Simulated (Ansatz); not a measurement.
The parent structure is BaTe in the rock salt structure (space group Fm-3m, No. 225; a = 6.9414 Å). Axes: x, y, z lie along the cube axes.

It is then changed as follows: biaxial strain −4.42 %, plane normal [110], relaxed out of plane (Cartesian); in-plane vectors clamped, the third vector and the atoms free.

Levels (all Ansatz, a quantum-chemistry and plane-wave program, PAW): PBEsol (420 eV, no spin-orbit coupling); PBEsol+SOC (420 eV, with spin-orbit coupling).

The geometry is relaxed with PBEsol.

| Property | Value |
|---|---|
| PBEsol smallest direct gap | 1.56 eV |
| PBEsol band gap | 1.22 eV |
| PBEsol valence-band top at Γ | 0.00, -0.01, -0.25 eV |

Q: Predict the smallest direct gap, band gap and valence-band top at Γ from PBEsol+SOC.

A: The smallest direct gap falls by 0.23 eV (1.56 eV → 1.33 eV); the band gap shrinks by 0.28 eV to 0.94 eV; the valence-band top at Γ (three highest Kramers pairs, from the VBM) becomes 0.00, -0.15, -0.99 eV (PBEsol: 0.00, -0.01, -0.25 eV).

Single points use the geometry relaxed with PBEsol. Differences between runs with and without spin-orbit coupling are approximate. With Te present, leaving out spin-orbit coupling can change the band edges. Whether these cells are dynamically stable was not tested.
